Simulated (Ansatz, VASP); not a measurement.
**CaO: VASP beside Ansatz**

INCAR

```
  PREC = Accurate
  ENCUT = 520
  EDIFF = 1E-6
  ISMEAR = 0
  SIGMA = 0.01
  LREAL = False
  LASPH = True
  NELM = 80
  ALGO = Normal
  ISIF = 2
  LWAVE = False
  LCHARG = True
  GGA = CA
  LELF = True
  LVHAR = True
  NBANDS = 15
```

Contents of KPOINTS:

```
regular mesh
0
Gamma
  8 8 8
```

File POSCAR:

```
CaO
1.0
    0.0000000000      2.3421800618      2.3421800618
    2.3421800618      0.0000000000      2.3421800618
    2.3421800618      2.3421800618      0.0000000000
Ca O
1 1
Direct
    0.0000000000      0.0000000000      0.0000000000
    0.5000000000      0.5000000000      0.5000000000
```

Input for Ansatz:

```yaml
crystal:
  lattice:
    - [0.0, 2.34218006182, 2.34218006182]
    - [2.34218006182, 0.0, 2.34218006182]
    - [2.34218006182, 2.34218006182, 0.0]
  atoms:
    - { symbol: Ca, position: [0.0, 0.0, 0.0] }
    - { symbol: O, position: [0.5, 0.5, 0.5] }
kpoints:
  mp_grid: { grid: [8, 8, 8] }
scf:
  occupations: { method: fixed }
  convergence: { dr2_threshold: 1.0e-10 }
hamiltonian:
  xc: lda
  pseudopotentials: { kind: all_electron, lapw: { basis_error: 0.0005 } }
output:
  forces: true
  stress: true
  eigenstates:
    kpoints:
      - [0.0, 0.0, 0.0]
      - [0.0, -0.5, -0.5]
      - [-0.5, 0.0, -0.5]
      - [-0.5, -0.5, 0.0]
      - [-0.5, 0.0, 0.0]
      - [0.0, -0.5, 0.0]
      - [0.0, 0.0, -0.5]
      - [-0.5, -0.5, -0.5]
  eigenvalues: true
```

Alike in both runs: task single point; functional LDA; k mesh 8 × 8 × 8; no spin polarisation.

|  | VASP | Ansatz |
| --- | --- | --- |
| version | VASP 6.6.1 | Ansatz 0.2.0 |
| potentials or method | VASP PAW LDA potentials, release 64 (Ca_sv, O) | all-electron LAPW, scalar-relativistic |
| plane-wave cutoff (eV) | 520 | see its input |
| occupations | gaussian, width 0.01 eV | fixed |

```tsv
	VASP	Ansatz	Ansatz less VASP
gap on the k mesh at the Fermi level (eV)	3.41	3.43	+0.027
pressure (GPa)	3.1	2.0	-1.02
```

Ansatz ran all-electron here, so the differences hold the error of VASP's frozen core and of both bases.

A k mesh can miss the band edges. Expect the measured gap to be larger: semilocal functionals such as LDA lack the derivative discontinuity.
